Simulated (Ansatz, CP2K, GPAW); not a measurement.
**Sb: 3 runs at one level of theory**

```
CELL_PARAMETERS angstrom
3.61356 0.00000 0.00000
-1.80678 3.12944 0.00000
0.00000 0.00000 5.89255
ATOMIC_POSITIONS crystal
Sb 0.66667 0.33333 0.75000
Sb 0.33333 0.66667 0.25000
```

This isn't the form of Sb at room conditions, which is rhombohedral.

Alike in all runs: task band structure; functional LDA; k mesh 9 × 9 × 5; occupations fermi-dirac, width 0.02 eV; no spin polarisation; no spin-orbit coupling. LDA stands for any of its common fits. Pressure is positive in compression and, in plane waves, holds the error of the finite cutoff.

| program and potentials | plane-wave cutoff (eV) | notes | pressure (GPa) |
| --- | --- | --- | --- |
| Ansatz, all-electron LAPW, scalar-relativistic | - | - | -10.34 |
| CP2K, GTH_POTENTIALS Sb GTH-PADE-q5; TZVP-MOLOPT-PBE-GTH basis | - | atomic basis; 5 valence electrons an atom on average | -9.74 |
| GPAW, the program's PAW data sets (release 1.2.1) made for this functional | 600 | 15 valence electrons an atom on average | -10.50 |

The pressure spans -10.50 (GPAW, the program's PAW data sets (release 1.2.1) made for this functional) to -9.74 GPa (CP2K, GTH_POTENTIALS Sb GTH-PADE-q5; TZVP-MOLOPT-PBE-GTH basis), with all-electron results at -10.34. The cell lies far from this level's equilibrium. Rows in atomic bases carry the error of their basis and grid, which can be large.

Differences between rows come from potentials, basis sets and numerical settings, since the functional is the same but for its coding. Runs on potential files found faulty are left out.
